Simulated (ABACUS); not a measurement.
# ZrC (Fm-3m) in ABACUS: notebook

One crystal, ZrC, is run at these levels: PBE; tasks: equation of state.

Program: ABACUS 3.10.1. These are calculated values, not measurements. Logs are shortened: lines on timing, memory, paths and dates and some standing lists are left out, and cuts for length are marked.

## 1. The structure

The structure is cubic, space group Fm-3m (No. 225). Conventional cell: a = 4.730 Å, b = 4.730 Å, c = 4.730 Å, α = 90.00°, β = 90.00°, γ = 90.00°. Around Zr (site symmetry m-3m) lie 6 C at 2.37 Å. C (site symmetry m-3m) has 6 Zr at 2.37 Å as nearest neighbours.

## 2. Equation of state, PBE, 12.43 Å³/atom (volume scaled by 0.94)

Contents of INPUT:

```
INPUT_PARAMETERS
suffix              ZrC
calculation         scf
basis_type          pw
pseudo_dir          ./
symmetry            1
dft_functional      pbe
ecutwfc             82
pseudo_rcut         7
nspin               1
nbands              12
ks_solver           dav
smearing_method     fd
smearing_sigma      0.00367493
scf_thr             1e-08
scf_nmax            100
mixing_type         broyden
mixing_beta         0.7
cal_force           1
cal_stress          1
kpar                4
```

Contents of STRU:

```
ATOMIC_SPECIES
Zr 91.2240 Zr.upf
C 12.0110 C.upf

LATTICE_CONSTANT
1.8897261246

LATTICE_VECTORS
0.0000000000 2.3167211471 2.3167211471
2.3167211471 0.0000000000 2.3167211471
2.3167211471 2.3167211471 0.0000000000

ATOMIC_POSITIONS
Direct

Zr
0.0
1
0.5000000000 0.5000000000 0.5000000000 1 1 1

C
0.0
1
0.0000000000 0.0000000000 0.0000000000 1 1 1
```

Contents of KPT:

```
K_POINTS
0
Gamma
7 7 7 0 0 0
```

Potentials or basis: PseudoDojo NC SR 0.4.1 PBE standard, plane waves.

Run with:

```sh
$ OMP_NUM_THREADS=1 mpirun -np 4 abacus > log
```

running log:

```text
ABACUS v3.10.1

               Atomic-orbital Based Ab-initio Computation at UStc

 ------------------------------------------------------------------------------------

 READING GENERAL INFORMATION
                           global_out_dir = OUT.ZrC/
                           global_in_card = INPUT
                               pseudo_dir = ./
                              orbital_dir =
                                    DSIZE = 4
                                    GSIZE = 1

 READING UNITCELL INFORMATION
                                    ntype = 2
                  lattice constant (Bohr) = 1.88973
              lattice constant (Angstrom) = 1

 READING ATOM TYPE 1
                               atom label = Zr
                      L=0, number of zeta = 1
                      L=1, number of zeta = 1
                      L=2, number of zeta = 1
             number of atom for this type = 1

 READING ATOM TYPE 2
                               atom label = C
                      L=0, number of zeta = 1
                      L=1, number of zeta = 1
                      L=2, number of zeta = 1
             number of atom for this type = 1

                        TOTAL ATOM NUMBER = 2
DIRECT COORDINATES
    atom                   x                   y                   z     mag                  vx                  vy                  vz
taud_Zr1            0.5000000000        0.5000000000        0.5000000000  0.0000        0.0000000000        0.0000000000        0.0000000000
taud_C1            0.0000000000        0.0000000000        0.0000000000  0.0000        0.0000000000        0.0000000000        0.0000000000

                          Volume (Bohr^3) = 167.822
                             Volume (A^3) = 24.8686

 Lattice vectors: (Cartesian coordinate: in unit of a_0)
                   +0            +2.31672            +2.31672
             +2.31672                  +0            +2.31672
             +2.31672            +2.31672                  +0
 Reciprocal vectors: (Cartesian coordinate: in unit of 2 pi/a_0)
            -0.215822           +0.215822           +0.215822
            +0.215822           -0.215822           +0.215822
            +0.215822           +0.215822           -0.215822
 The esolver type has been set to : ksdft_pw

                PAO radial cut off (Bohr) = 7

 Read in pseudopotential file is Zr.upf
                     pseudopotential type = NC
          exchange-correlation functional = PBE
                 nonlocal core correction = 1
                        valence electrons = 12
                                     lmax = 2
                           number of zeta = 4
                     number of projectors = 6
                           L of projector = 0
[... 5 lines left out ...]
                PAO radial cut off (Bohr) = 7

 Read in pseudopotential file is C.upf
                     pseudopotential type = NC
          exchange-correlation functional = PBE
                 nonlocal core correction = 1
                        valence electrons = 4
                                     lmax = 1
                           number of zeta = 2
                     number of projectors = 4
                           L of projector = 0
                           L of projector = 0
                           L of projector = 1
                           L of projector = 1
     initial pseudo atomic orbital number = 14

 SETUP THE ELECTRONS NUMBER
            electron number of element Zr = 12
      total electron number of element Zr = 12
             electron number of element C = 4
       total electron number of element C = 4
            AUTOSET number of electrons:  = 16
                           occupied bands = 8
                                   NBANDS = 12
                                   NLOCAL = 18

%%%%%%%%%%%%%%%%%%%%%%%%%%%%%%%%%%%%%%%%%%%%%%%%%%%%%%%%%%%%%%%%%%%%%%%%%%%%%%%%%%%%%%%%%%%%%%%%%%%%%%%%%%
 Warning: the number of valence electrons in pseudopotential > 4 for Zr: [Kr] 4d2 5s2
 Pseudopotentials with additional electrons can yield (more) accurate outcomes, but may be less efficient.
 If you're confident that your chosen pseudopotential is appropriate, you can safely ignore this warning.
%%%%%%%%%%%%%%%%%%%%%%%%%%%%%%%%%%%%%%%%%%%%%%%%%%%%%%%%%%%%%%%%%%%%%%%%%%%%%%%%%%%%%%%%%%%%%%%%%%%%%%%%%%

 SETUP THE PLANE WAVE BASIS
 energy cutoff for charge/potential (unit:Ry) = 328
            fft grid for charge/potential = [ 36, 36, 36 ]
                        fft grid division = [ 1, 1, 1 ]
        big fft grid for charge/potential = [ 36, 36, 36 ]
                                     nbxx = 46656
                                     nrxx = 46656

 SETUP PLANE WAVES FOR CHARGE/POTENTIAL
[... 52 lines left out ...]
                       right hand lattice = 1
(for reciprocal lattice: )
                             BRAVAIS TYPE = 2
                     BRAVAIS LATTICE NAME = 02. Cubic I (body-centered)
                                    ibrav = 2
                       right hand lattice = 1
(for k-lattice: )
                             BRAVAIS TYPE = 2
                     BRAVAIS LATTICE NAME = 02. Cubic I (body-centered)
                                    ibrav = 2
                       right hand lattice = 1
                        ROTATION MATRICES = 48
                               nkstot_ibz = 20
K-POINTS REDUCTION ACCORDING TO SYMMETRY
     IBZ    DIRECT_X    DIRECT_Y    DIRECT_Z  WEIGHT  ibz2bz
       1  0.00000000  0.00000000  0.00000000  0.0029       0
       2  0.14285714  0.14285714  0.14285714  0.0233       1
       3  0.28571429  0.28571429  0.28571429  0.0233       2
       4  0.42857143  0.42857143  0.42857143  0.0233       3
       5  0.14285714  0.14285714  0.00000000  0.0175       8
       6  0.28571429  0.14285714  0.28571429  0.0700       9
[... 12 lines left out ...]
      19 -0.42857143  0.42857143  0.14285714  0.0700      74
      20 -0.28571429  0.42857143  0.28571429  0.0700      75

                               nkstot now = 20
[... K-POINTS DIRECT COORDINATES: 20 rows ...]

           k-point number in this process = 5
       minimum distributed K point number = 5
[... stars of the k points ...]

[... K-POINTS CARTESIAN COORDINATES: 5 rows ...]

[... K-POINTS DIRECT COORDINATES: 5 rows ...]

 SETUP PLANE WAVES FOR WAVE FUNCTIONS
     energy cutoff for wavefunc (unit:Ry) = 82
              fft grid for wave functions = [ 36, 36, 36 ]
                    number of plane waves = 2445
                         number of sticks = 241

 PARALLEL PW FOR WAVE FUNCTIONS
     PROC   COLUMNS(POT)             PW
        1            241           2445
 --------------- sum -------------------
        1            241           2445

 SETUP NONLOCAL PSEUDOPOTENTIALS IN PLANE WAVE BASIS
 Zr non-local projectors:
 projector 1 L=0
 projector 2 L=0
 projector 3 L=1
 projector 4 L=1
 projector 5 L=2
 projector 6 L=2
 C non-local projectors:
 projector 1 L=0
 projector 2 L=0
 projector 3 L=1
 projector 4 L=1
      TOTAL NUMBER OF NONLOCAL PROJECTORS = 26

 Init Non-Local PseudoPotential table :
 Init Non-Local-Pseudopotential done.

                                     npwx = 2106

 Make real space PAO into reciprocal space.
       max mesh points in Pseudopotential = 701
     dq(describe PAO in reciprocal space) = 0.01
                                    max q = 1091

 number of pseudo atomic orbitals for Zr is 4
WARNING: norm of atomic wavefunction # 3 of atomic type Zr is 0.998037, renormalized
WARNING: norm of atomic wavefunction # 4 of atomic type Zr is 0.987662, renormalized

 number of pseudo atomic orbitals for C is 2
WARNING: norm of atomic wavefunction # 1 of atomic type C is 0.999989, renormalized
WARNING: norm of atomic wavefunction # 2 of atomic type C is 0.999518, renormalized

 -------------------------------------------
 SELF-CONSISTENT
 -------------------------------------------
                                 init_chg = atomic

 PW ALGORITHM --------------- ION=   1  ELEC=   1--------------------------------

 Density error is 0.640997891478
                          Error Threshold = 0.01
----------------------------------------------------------
     Energy           Rydberg                 eV
----------------------------------------------------------
 E_KohnSham     -113.1191359249      -1539.0648014152
 E_Harris       -114.6663333978      -1560.1155029784
 E_Fermi        1.0618507890         14.4472211555
----------------------------------------------------------
[... 87 lines left out ...]
 Density error is 6.49073581958e-10
                          Error Threshold = 7.22482762279e-11
----------------------------------------------------------
     Energy           Rydberg                 eV
----------------------------------------------------------
 E_KohnSham     -113.4125171421      -1543.0564576555
 E_KS(sigma->0) -113.4124079348      -1543.0549718143
 E_Harris       -113.4124755208      -1543.0558913681
 E_band         -2.5421207825        -34.5873276459
 E_one_elec     -5.3964021733        -73.4218182565
 E_Hartree      12.1426263423        165.2089069406
 E_xc           -24.4300710389       -332.3881686743
 E_Ewald        -95.7284518577       -1302.4524059827
 E_entropy(-TS) -0.0002184146        -0.0029716824
 E_descf        0.0000000000         0.0000000000
 E_exx          0.0000000000         0.0000000000
 E_Fermi        1.1541907617         15.7035709376
----------------------------------------------------------

 charge density convergence is achieved
 final etot is -1543.0564577 eV
 EFERMI = 15.703570938 eV

 STATE ENERGY(eV) AND OCCUPATIONS    NSPIN == 1
 1/5 kpoint (Cartesian) = 0.0000 0.0000 0.0000 (2085 pws)
       1       -32.2314     0.00583090
       2       -9.91461     0.00583090
       3       -9.91461     0.00583090
       4       -9.91461     0.00583090
       5        4.26070     0.00583090
       6        16.6816    1.86333e-11
       7        16.8282    9.94401e-13
       8        16.8282    9.94401e-13
       9        16.8282    9.94401e-13
      10        18.6640    1.12698e-28
      11        18.6640    1.12698e-28
      12        23.5262    6.59791e-71
[... 43 lines left out ...]
 5/5 kpoint (Cartesian) = 0.0000 0.0000 0.061664 (2097 pws)
       1       -32.2008      0.0349854
       2       -10.1010      0.0349854
       3       -9.97741      0.0349854
       4       -9.97741      0.0349854
       5        4.85552      0.0349854
       6        13.7851      0.0349854
       7        15.5623      0.0330291
       8        15.5623      0.0330291
       9        16.0347    4.64232e-05
      10        18.8669    1.16870e-29
      11        18.8669    1.16870e-29
      12        18.9434    2.52961e-30

------------------------------------------------------------------------------------------
 TOTAL-FORCE (eV/Angstrom)
------------------------------------------------------------------------------------------
                       Zr1         0.0000000000         0.0000000000         0.0000000000
                        C1         0.0000000000         0.0000000000         0.0000000000
------------------------------------------------------------------------------------------

----------------------------------------------------------------
 TOTAL-STRESS (KBAR)
----------------------------------------------------------------
       119.5445625667         0.0000000000        -0.0000000000
         0.0000000000       119.5445625667        -0.0000000000
         0.0000000000        -0.0000000000       119.5445625667
----------------------------------------------------------------
 TOTAL-PRESSURE: 119.544563 KBAR

 --------------------------------------------
 !FINAL_ETOT_IS -1543.0564576554866107 eV
 --------------------------------------------
```

Run time: 1.5 s. Hardware: 4 MPI ranks of AMD EPYC 9R45 (Zen 5), shared host; peak memory 0.28 GiB.

Results:

```
Free energy            : -1543.0565 eV
Pressure               : 12.0 GPa
Band gap on the k mesh : none (metal or under the smearing width)
```

## 3. Equation of state, PBE, 12.96 Å³/atom (volume scaled by 0.98)

INPUT is that of step 2.

Changes to STRU since step 2:

```diff
@@ -8,5 +8,5 @@
 LATTICE_VECTORS
-0.0000000000 2.3167211471 2.3167211471
-2.3167211471 0.0000000000 2.3167211471
-2.3167211471 2.3167211471 0.0000000000
+0.0000000000 2.3491270385 2.3491270385
+2.3491270385 0.0000000000 2.3491270385
+2.3491270385 2.3491270385 0.0000000000
```

KPT is that of step 2.

Potentials or basis: PseudoDojo NC SR 0.4.1 PBE standard, plane waves.

Run with:

```sh
$ OMP_NUM_THREADS=1 mpirun -np 4 abacus > log
```

Wall time 1.7 s (4 MPI ranks of AMD EPYC 9R45 (Zen 5), shared host); peak memory 0.28 GiB.

It converged, with:

* Free energy: -1543.1005 eV
* Pressure: 1.6 GPa
* Band gap on the k mesh: none (metal or under the smearing width)

## 4. Equation of state, PBE, 13.49 Å³/atom (volume scaled by 1.02)

INPUT is that of step 3.

Changes to STRU since step 3:

```diff
@@ -8,5 +8,5 @@
 LATTICE_VECTORS
-0.0000000000 2.3491270385 2.3491270385
-2.3491270385 0.0000000000 2.3491270385
-2.3491270385 2.3491270385 0.0000000000
+0.0000000000 2.3806627081 2.3806627081
+2.3806627081 0.0000000000 2.3806627081
+2.3806627081 2.3806627081 0.0000000000
```

KPT is that of step 3.

Run with:

```sh
$ OMP_NUM_THREADS=1 mpirun -np 4 abacus > log
```

It took 1.7 s on 4 MPI ranks of AMD EPYC 9R45 (Zen 5), shared host; peak memory 0.28 GiB.

The run converged. Its results:

```yaml
Free_energy: -1543.0826 eV
Pressure: -6.8 GPa
Band_gap_on_the_k_mesh: none (metal or under the smearing width)
```

## 5. Equation of state, PBE, 14.02 Å³/atom (volume scaled by 1.06)

INPUT is that of step 4.

Changes to STRU since step 4:

```diff
@@ -8,5 +8,5 @@
 LATTICE_VECTORS
-0.0000000000 2.3806627081 2.3806627081
-2.3806627081 0.0000000000 2.3806627081
-2.3806627081 2.3806627081 0.0000000000
+0.0000000000 2.4113843250 2.4113843250
+2.4113843250 0.0000000000 2.4113843250
+2.4113843250 2.4113843250 0.0000000000
```

KPT is that of step 4.

Run with:

```sh
$ OMP_NUM_THREADS=1 mpirun -np 4 abacus > log
```

Wall time 1.7 s (4 MPI ranks of AMD EPYC 9R45 (Zen 5), shared host); peak memory 0.28 GiB.

The run converged. Its results:

```yaml
Free_energy: -1543.0145 eV
Pressure: -13.7 GPa
Band_gap_on_the_k_mesh: none (metal or under the smearing width)
```

## 6. Equation of state, PBE

Potentials or basis: PseudoDojo NC SR 0.4.1 PBE standard, plane waves.

This step only gathers the single runs of the series.

What came out:

* Equilibrium volume: 13.06 Å³/atom
* Bulk modulus: 222 GPa
* Pressure derivative of the bulk modulus: 4.1 (rough: it moves with the points fitted)

Energy against volume, from the lowest point:
```tsv
volume (Å³/atom)	energy (meV/atom)
12.434	22.00
12.963	0.00
13.493	8.90
14.022	42.97
```
